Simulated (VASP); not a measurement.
# Pd (Fmmm) in VASP: notebook

The runs below take Pd through single point, relaxation of cell and atoms, with PBE.

Program: VASP 6.6.1. These are calculated values, not measurements. Logs are shortened: lines on timing, memory, paths and dates and some standing lists are left out, and cuts for length are marked.

## Step 1: Starting point

The structure is orthorhombic, space group Fmmm (No. 69). The conventional cell has a = 2.746 Å, b = 4.699 Å, c = 9.932 Å, α = 90.00°, β = 90.00°, γ = 90.00°. Around Pd (site symmetry mm2) lie 9 Pd at 2.60 to 2.75 Å.

The cell was built by a generator and needn't be a form met in nature.

## Step 2: Single point, PBE

Contents of INCAR:

```
PREC = Accurate
ENCUT = 520
EDIFF = 1E-7
ISMEAR = 0
SIGMA = 0.1
LREAL = F
LASPH = T
NELM = 100
ALGO = Normal
ISIF = 2
LWAVE = F
LCHARG = T
GGA = PE
LELF = T
LVHAR = T
NBANDS = 17
```

Contents of KPOINTS:

```
regular mesh
0
Gamma
  6 6 6
```

Contents of POSCAR:

```
Pd
1.0
    0.0000000000      2.3494783862      4.9660431016
    1.3728489291      0.0000000000      4.9660431016
    1.3728489291      2.3494783862      0.0000000000
Pd
2
Direct
    0.1311278337      0.1311278337      0.8688721663
    0.8688721663      0.8688721663      0.1311278337
```

Potentials or basis: VASP PAW PBE potentials, release 64 (Pd).

Run with:

```
cat potpaw_PBE.64/Pd/POTCAR > POTCAR
mpirun -np 1 vasp_std > vasp.out
```

OUTCAR:

```text
PREC = Accurate
   ENCUT = 520
   EDIFF = 1E-7
   ISMEAR = 0
   LREAL = F
   LASPH = T
   NELM = 100
   ISIF = 2
   GGA = PE

 ion  position               nearest neighbor table
   1  0.131  0.131  0.869-   2 2.60   2 2.73   2 2.73   2 3.33   2 3.33
   2  0.869  0.869  0.131-   1 2.60   1 2.73   1 2.73   1 3.33   1 3.33

  LATTYP: Found a face centered orthorhombic cell.
 ALAT       =     2.7456978582
 B/A-ratio  =     1.7113888764
 C/A-ratio  =     3.6173267111

  Lattice vectors:

 A1 = (   0.0000000000,   2.3494783862,   4.9660431016)
 A2 = (   1.3728489291,   0.0000000000,   4.9660431016)
 A3 = (   1.3728489291,   2.3494783862,   0.0000000000)

Analysis of symmetry for initial positions (statically):
=====================================================================
 Subroutine PRICEL returns:
 Original cell was already a primitive cell.

 Routine SETGRP: Setting up the symmetry group for a
 face centered orthorhombic supercell.

 Subroutine GETGRP returns: Found  8 space group operations
 (whereof  8 operations were pure point group operations)
 out of a pool of  8 trial point group operations.

The static configuration has the point symmetry D_2h.

Analysis of symmetry for dynamics (positions and initial velocities):
=====================================================================
 Subroutine PRICEL returns:
 Original cell was already a primitive cell.

 Routine SETGRP: Setting up the symmetry group for a
 face centered orthorhombic supercell.

 Subroutine GETGRP returns: Found  8 space group operations
 (whereof  8 operations were pure point group operations)
 out of a pool of  8 trial point group operations.

The dynamic configuration has the point symmetry D_2h.

 Subroutine INISYM returns: Found  8 space group operations
 (whereof  8 operations are pure point group operations),
 and found     1 'primitive' translations

----------------------------------------------------------------------------------------

                                     Primitive cell

  volume of cell :      32.0357

  direct lattice vectors                    reciprocal lattice vectors
     0.000000000  2.349478386  4.966043102    -0.364206133  0.212813194  0.100683782
     1.372848929  0.000000000  4.966043102     0.364206133 -0.212813194  0.100683782
     1.372848929  2.349478386  0.000000000     0.364206133  0.212813194 -0.100683782

  length of vectors
     5.493781282  5.152309993  2.721169394     0.433673595  0.433673595  0.433673595

  position of ions in fractional coordinates (direct lattice)
     0.131127834  0.131127834  0.868872166
     0.868872166  0.868872166  0.131127834

  ion indices of the primitive-cell ions
   primitive index   ion index
                 1           1
                 2           2

----------------------------------------------------------------------------------------

 KPOINTS: regular mesh

Automatic generation of k-mesh.
 Grid dimensions read from file:
 generate k-points for:    6    6    6

 Generating k-lattice:

  Cartesian coordinates                     Fractional coordinates (reciprocal lattice)
    -0.060701022  0.035468866  0.016780630     0.166666667  0.000000000  0.000000000
     0.060701022 -0.035468866  0.016780630     0.000000000  0.166666667 -0.000000000
     0.060701022  0.035468866 -0.016780630     0.000000000 -0.000000000  0.166666667

  Length of vectors
     0.072278933  0.072278933  0.072278933

  Shift w.r.t. Gamma in fractional coordinates (k-lattice)
     0.000000000  0.000000000  0.000000000

 Subroutine IBZKPT returns following result:
 ===========================================

 Found     46 irreducible k-points:

 Following reciprocal coordinates:
            Coordinates               Weight
  0.000000  0.000000  0.000000      1.000000
  0.166667 -0.000000 -0.000000      8.000000
  0.333333 -0.000000  0.000000      8.000000
  0.500000 -0.000000  0.000000      4.000000
  0.166667  0.166667  0.000000      2.000000
  0.333333  0.166667  0.000000      8.000000
[... 16 lines left out ...]
 -0.166667  0.166667  0.166667      8.000000
  0.500000  0.333333  0.166667      4.000000
 [... further k-points ...]
   k-points           NKPTS =     46   k-points in BZ     NKDIM =     46   number of bands    NBANDS=     17
   number of dos      NEDOS =    301   number of ions     NIONS =      2
   total plane-waves  NPLWV =  33600
   dimension x,y,z NGX =    42 NGY =   40 NGZ =   20
   dimension x,y,z NGXF=    84 NGYF=   80 NGZF=   40
   ions per type =               2
   NGX,Y,Z   is equivalent  to a cutoff of  12.71, 12.91, 12.22 a.u.
   NGXF,Y,Z  is equivalent  to a cutoff of  25.42, 25.81, 24.44 a.u.
 SYSTEM =  unknown system
   PREC   = accura    normal or accurate (medium, high low for compatibility)
   ISTART =      0    job   : 0-new  1-cont  2-samecut
   ICHARG =      2    charge: 1-file 2-atom 10-const
   ISPIN  =      1    spin polarized calculation?
   LNONCOLLINEAR =      F non collinear calculations
   LSORBIT =      F    spin-orbit coupling
   LASPH  =      T    aspherical Exc in radial PAW
   ENCUT  =  520.0 eV  38.22 Ry    6.18 a.u.  10.21  9.58  5.06*2*pi/ulx,y,z
   NELM   =    100;   NELMIN=  2; NELMDL= -5     # of ELM steps
   EDIFF  = 0.1E-06   stopping-criterion for ELM
   LREAL  =      F    real-space projection
   EDIFFG = 0.1E-05   stopping-criterion for IOM
   NSW    =      0    number of steps for IOM
   IBRION =     -1    ionic relax: 0-MD 1-quasi-New 2-CG
   NFREE  =      0    steps in history (QN), initial steepest desc. (CG)
   ISIF   =      2    stress and relaxation
   ISYM   =      2    0-nonsym 1-usesym 2-fastsym
   POTIM  = 0.5000    time-step for ionic-motion
   TEBEG  =    0.0;   TEEND  =   0.0 temperature during run
   PSTRESS=    0.0 pullay stress
   NELECT =      20.0000    total number of electrons
   NUPDOWN=      -1.0000    fix difference up-down
   EMIN   =  10.00;   EMAX   =-10.00  energy-range for DOS
   EFERMI =   0.00;   METHOD = LEGACY
   ISMEAR =     0;   SIGMA  =   0.10  broadening in eV -4-tet -1-fermi 0-gaus
   EFERMI_NEDOS =   21; number of points for ismear=-14 and -15
   IALGO  =     38    algorithm
   IMIX   =      4    mixing-type and parameters
     AMIX     =   0.40;   BMIX     =  1.00
     AMIX_MAG =   1.60;   BMIX_MAG =  1.00
  volume/ion in A,a.u.               =      16.02       108.09
  Fermi-wavevector in a.u.,A,eV,Ry     =   1.399179  2.644065 26.636150  1.957702
  Thomas-Fermi vector in A             =   2.522264
   LORBIT       =      0    0 simple, 1 ext, 2 COOP (PROOUT), +10 PAW based schemes
   GGA     = PE    functional components
   LHFCALC =     F    Hartree Fock is set to
   AEXX    =    0.0000 exact exchange contribution
   IVDW    =     0    specifies the selected vdW correction
   LEPSILON=     F    determine dielectric tensor
   LRPA    =     F    only Hartree local field effects (RPA)
 non-spin polarized calculation
 Gauss-broadening in eV      SIGMA  =   0.10
  energy-cutoff  :      520.00
  volume of cell :       32.04
 maximum number of plane-waves:       880
 NGX is ok and might be reduce to    42
   NGX = 21   NGY = 19   NGZ = 11

 number of electron      20.0000002 magnetization

 Free energy of the ion-electron system (eV)
  ---------------------------------------------------
  ext. energy  EPLUGINS =         0.00000000
  ---------------------------------------------------
  free energy    TOTEN  =       -10.14753056 eV

  energy without entropy =      -10.13274595  energy(sigma->0) =      -10.14013826

 E-fermi :   8.5667     XC(G=0): -12.6371

 val. band max:        8.5535125428   @ k =  -0.3333   0.0000   0.3333
 cond. band min:       8.5783708723   @ k =  -0.3333  -0.0000   0.1667
 fundamental gap:      0.0248583295
 Fermi energy:         8.5666566052

 k-point     1 :       0.0000    0.0000    0.0000
  band No.  band energies     occupation
      1       1.9618      2.00000
      2       3.8861      2.00000
      3       4.5040      2.00000
      4       5.9643      2.00000
      5       6.0932      2.00000
      6       6.1218      2.00000
[... 9 lines left out ...]
     16      27.0887      0.00000
     17      31.4399      0.00000

 k-point     2 :       0.1667   -0.0000   -0.0000
  band No.  band energies     occupation
      1       2.8500      2.00000
      2       4.4836      2.00000
      3       4.7903      2.00000
      4       5.6622      2.00000
      5       5.7592      2.00000
      6       6.1291      2.00000
[... 9 lines left out ...]
     16      27.0862      0.00000
     17      27.8826      0.00000

 k-point     3 :       0.3333   -0.0000    0.0000
  band No.  band energies     occupation
      1       3.9179      2.00000
      2       4.3519      2.00000
      3       4.6721      2.00000
      4       4.7712      2.00000
      5       6.3199      2.00000
      6       6.9373      2.00000
[... 9 lines left out ...]
     16      25.1225      0.00000
     17      26.8033      0.00000

 k-point     4 :       0.5000   -0.0000    0.0000
  band No.  band energies     occupation
      1       3.7880      2.00000
      2       3.9079      2.00000
      3       4.3773      2.00000
      4       4.6635      2.00000
      5       6.8407      2.00000
      6       6.8576      2.00000
[... 9 lines left out ...]
     16      23.6231      0.00000
     17      24.6814      0.00000
[... 343 lines left out ...]
      1       4.1896      2.00000
      2       4.4530      2.00000
      3       4.8484      2.00000
      4       5.0090      2.00000
      5       6.1612      2.00000
      6       6.3759      2.00000
[... 9 lines left out ...]
     16      21.4630      0.00000
     17      22.9938      0.00000

 k-point    23 :      -0.1667    0.1667    0.1667
  band No.  band energies     occupation
      1       4.0687      2.00000
      2       4.5745      2.00000
      3       4.7516      2.00000
      4       5.2287      2.00000
      5       6.0685      2.00000
      6       6.6235      2.00000
[... 9 lines left out ...]
     16      21.2071      0.00000
     17      22.2642      0.00000

 k-point    24 :       0.5000    0.3333    0.1667
  band No.  band energies     occupation
      1       3.4509      2.00000
      2       4.0466      2.00000
      3       5.1397      2.00000
      4       5.6819      2.00000
      5       5.8676      2.00000
      6       6.2044      2.00000
[... 9 lines left out ...]
     16      26.7235      0.00000
     17      27.8010      0.00000

 [... further k-points ...]

------------------------ aborting loop because EDIFF is reached ----------------------------------------

  FORCE on cell =-STRESS in cart. coord.  units (eV):
  Direction    XX          YY          ZZ          XY          YZ          ZX
  --------------------------------------------------------------------------------------
  -------------------------------------------------------------------------------------
  Total       -0.0008190     -0.1464134     -0.1134797      0.0000000      0.0000000      0.0000000
  in kB       -0.0409603     -7.3224537     -5.6753703      0.0000000      0.0000000      0.0000000
  external PRESSURE =      -4.3462614 kB  Pullay stress =       0.0000000 kB

 VOLUME and BASIS-vectors are now :
 -----------------------------------------------------------------------------
  energy-cutoff  :      520.00
  volume of cell :       32.04
      direct lattice vectors                 reciprocal lattice vectors
     0.000000000  2.349478386  4.966043102    -0.364206133  0.212813194  0.100683782
     1.372848929  0.000000000  4.966043102     0.364206133 -0.212813194  0.100683782
     1.372848929  2.349478386  0.000000000     0.364206133  0.212813194 -0.100683782

 POSITION                                       TOTAL-FORCE (eV/Angst)
 -----------------------------------------------------------------------------------
      1.37285      2.34948      1.30237         0.000000      0.000000     -0.020935
      1.37285      2.34948      8.62971         0.000000      0.000000      0.020935
 -----------------------------------------------------------------------------------
    total drift:                               -0.000000     -0.000000      0.000000

  FREE ENERGIE OF THE ION-ELECTRON SYSTEM (eV)
  ---------------------------------------------------
  free  energy   TOTEN  =       -10.1475305608 eV

  energy  without entropy=      -10.1327459499  energy(sigma->0) =      -10.14013826
```

Run time: 14 s. Hardware: 1 thread of Intel Xeon 6975P-C (Granite Rapids), shared host; peak memory 0.18 GiB.

Results:

- Free energy: -10.1475 eV
- Pressure: -0.4 GPa
- Largest force: 0.021 eV/Å
- Band gap on the k mesh: none (metal or under the smearing width)

Forces on the atoms (eV/Å):
```
Pd   0.000  0.000 -0.021
Pd   0.000  0.000  0.021
```

Levels at points of the mesh, in eV from the Fermi level:
| k point | band 7 | band 8 | band 9 | band 10 | band 11 | band 12 | band 13 | band 14 |
| --- | --- | --- | --- | --- | --- | --- | --- | --- |
| (0.00, 0.00, 0.00) | -2.23 | -1.30 | -1.23 | -0.69 | -0.23 | 0.38 | 5.36 | 17.67 |
| (0.50, 0.00, 0.00) | -0.78 | -0.64 | 0.17 | 0.23 | 2.46 | 4.24 | 6.26 | 10.06 |
| (0.50, 0.50, 0.00) | -2.27 | -2.11 | -1.87 | -0.96 | -0.61 | 0.10 | 10.70 | 11.99 |
| (0.50, 0.00, 0.50) | -1.19 | 0.20 | 0.27 | 0.55 | 0.94 | 6.36 | 6.81 | 6.96 |
| (0.00, 0.50, 0.50) | -1.26 | -0.22 | 0.13 | 0.33 | 3.85 | 4.46 | 6.41 | 6.62 |

Caveat: the k mesh is coarse (spacing up to 0.45 Å⁻¹), so the values aren't converged.

## Step 3: Relaxation of cell and atoms, PBE

This run uses another cell than the first one, of 17.46 Å³/atom, 1.090 times its volume.

Contents of INCAR:

```
ALGO = Normal
EDIFF = 1E-6
EDIFFG = -0.04
ENCUT = 600
GGA = PE
IBRION = 2
ISIF = 3
ISMEAR = 0
LASPH = True
LCHARG = False
LREAL = False
LWAVE = False
NELM = 100
NSW = 90
PREC = Accurate
SIGMA = 0.1
```

Contents of KPOINTS:

```
k-points
0
Gamma
  6 6 6
```

Contents of POSCAR:

```
Pd
1.0
    0.0000000000      2.5031675791      3.9727266622
    1.7558576501      0.0000000000      3.9727266622
    1.7558576501      2.5031675791      0.0000000000
Pd
2
Direct
    0.0871000000      0.0871000000      0.9129000000
    0.9129000000      0.9129000000      0.0871000000
```

Potentials or basis: VASP PAW PBE potentials, release 64 (Pd).

Run with:

```
cat potpaw_PBE.64/Pd/POTCAR > POTCAR
mpirun -np 1 vasp_std > vasp.out
```

It took 6.2 min on 1 thread of Intel Xeon 6975P-C (Granite Rapids), shared host; peak memory 0.2 GiB.

Results (log left out):

- Free energy: -10.1346 eV
- Relaxed volume: 15.93 Å³/atom
- Relaxed cell: a = 5.135 Å, b = 5.471 Å, c = 2.714 Å, α = 68.40°, β = 82.17°, γ = 29.43°
- Space group after relaxing (to 0.05 Å): Fmmm (No. 69)
- Energy gained by relaxing: 8845.6 meV/atom
- Ionic steps: 47
- Pressure after relaxing: 0.1 GPa
- Largest force after relaxing: 0.018 eV/Å
- Band gap on the k mesh: none (metal or under the smearing width)

Forces on the atoms (eV/Å):
```
Pd   0.000  0.000 -0.018
Pd   0.000  0.000  0.018
```

Stress tensor (GPa, compression positive):
```
-0.07  0.00  0.00
 0.00  0.08  0.00
 0.00  0.00  0.27
```

The path:
```tsv
step	energy change (eV)	largest force (eV/Å)	pressure (GPa)	volume (Å³)
1	0.0000	30.4468	55.14	34.92
3	-10.4066	0.8682	-43.89	75.61
5	-13.0449	5.8576	-2.98	68.48
7	-15.8375	0.5169	-2.69	63.22
9	-15.8868	0.0516	-4.63	61.61
11	-16.1030	1.2239	1.95	53.76
13	-16.5353	0.7249	-1.81	46.21
15	-16.5823	0.4805	-3.05	45.72
17	-16.7534	0.3094	-2.46	42.94
19	-16.8692	0.1042	0.80	40.44
21	-16.9415	0.1220	-1.37	40.01
23	-17.0753	1.7634	-0.21	36.48
25	-17.0826	2.6187	3.06	34.89
27	-17.0878	3.2444	6.34	33.72
29	-17.1599	3.3314	7.68	32.84
31	-17.1524	3.3765	8.89	32.53
33	-17.3183	2.4655	4.65	32.72
35	-17.3685	1.5796	-1.79	33.54
37	-17.5136	0.3770	-1.58	33.10
39	-17.6429	0.5832	-0.78	32.38
41	-17.6538	0.4741	-0.48	32.25
43	-17.6626	0.6195	3.04	31.33
45	-17.6862	0.1120	0.00	31.92
47	-17.6912	0.0181	0.09	31.86
```

Final structure:
```xyz
2
Lattice="0.0000 1.3778 4.9464 2.3377 0.0000 4.9464 2.3377 1.3778 0.0000" Properties=species:S:1:pos:R:3 pbc="T T T"
Pd    2.3377    1.3778    3.6501
Pd    2.3377    1.3778    6.2427
```

Levels at points of the mesh, in eV from the Fermi level:
| k point | band 8 | band 9 | band 10 | band 11 | band 12 | band 13 |
| --- | --- | --- | --- | --- | --- | --- |
| (0.00, 0.00, 0.00) | -1.31 | -1.26 | -0.72 | -0.24 | 0.37 | 5.43 |
| (0.50, 0.00, 0.00) | -0.66 | 0.15 | 0.22 | 2.43 | 4.23 | 6.23 |
| (0.50, 0.50, 0.00) | -2.07 | -1.92 | -0.99 | -0.60 | 0.10 | 10.81 |
| (0.50, 0.00, 0.50) | -0.23 | 0.14 | 0.34 | 3.92 | 4.52 | 6.49 |
| (0.00, 0.50, 0.50) | 0.21 | 0.28 | 0.56 | 0.96 | 6.45 | 6.90 |

Caveat: the k mesh is coarse (spacing up to 0.39 Å⁻¹), so the values aren't converged.

(Part 1 of 2 ends here.)
